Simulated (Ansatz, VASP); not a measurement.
**Two plane-wave programs on Ba3HfO**

The input INCAR:

```
ALGO = Normal
EDIFF = 1E-6
ENCUT = 520
GGA = PE
ISIF = 2
ISMEAR = 0
LASPH = True
LCHARG = True
LELF = True
LREAL = False
LVHAR = True
LWAVE = False
NBANDS = 31
NELM = 60
PREC = Accurate
SIGMA = 0.1
```

File KPOINTS:

```
k-points
0
Gamma
  4 4 4
```

POSCAR

```
Ba3HfO
1.0
    4.9448914800      0.0000000000      0.0000000000
    0.0000000000      4.9448914800      0.0000000000
    0.0000000000      0.0000000000      4.9448914800
Ba Hf O
3 1 1
Direct
    0.5000000000      0.5000000000      0.0000000000
    0.5000000000      0.0000000000      0.5000000000
    0.0000000000      0.5000000000      0.5000000000
    0.0000000000      0.0000000000      0.0000000000
    0.5000000000      0.5000000000      0.5000000000
```

Input for Ansatz:

```yaml
crystal:
  lattice:
    - [4.94489148, 0.0, 0.0]
    - [0.0, 4.94489148, 0.0]
    - [0.0, 0.0, 4.94489148]
  atoms:
    - { symbol: Ba, position: [0.5, 0.5, 0.0] }
    - { symbol: Ba, position: [0.5, 0.0, 0.5] }
    - { symbol: Ba, position: [0.0, 0.5, 0.5] }
    - { symbol: Hf, position: [0.0, 0.0, 0.0] }
    - { symbol: O, position: [0.5, 0.5, 0.5] }
basis:
  ecutwfc: 420
kpoints:
  mp_grid: { grid: [4, 4, 4] }
hamiltonian:
  xc: pbe
scf:
  occupations: { method: gaussian, width: 0.1 }
  lower_state_search: "off"
output:
  forces: true
  stress: true
  eigenvalues: true
```

Change from the starting cell: species swapped into the BaRuO3 type (Pm-3m, No. 221).

Alike in both runs: task single point; functional PBE; k mesh 4 × 4 × 4; occupations gaussian, width 0.1 eV; no spin polarisation.

|  | VASP | Ansatz |
| --- | --- | --- |
| version | VASP 6.6.1 | Ansatz 0.2.0 |
| potentials or method | VASP PAW PBE potentials, release 64 (Ba_sv, Hf_pv, O) | scalar-relativistic, plane waves, PAW |
| plane-wave cutoff (eV) | 520 | 420 |
| valence electrons in the cell | 46 | 62 |

|  | VASP | Ansatz | Ansatz less VASP |
| --- | --- | --- | --- |
| gap on the k mesh at the Fermi level (eV) | none | none | - |
| pressure (GPa) | 20.2 | 17.2 | -3.06 |

A gap of «none» marks a metal or a gap that the smearing closes. The two sets of potentials don't hold the same shells in valence.

Caveats: so large a pressure means that the cell lies far from this level's equilibrium, or that cutoff or potentials fall short (VASP). The runs have no spin-orbit coupling, so splittings on Ba, Hf are missing.
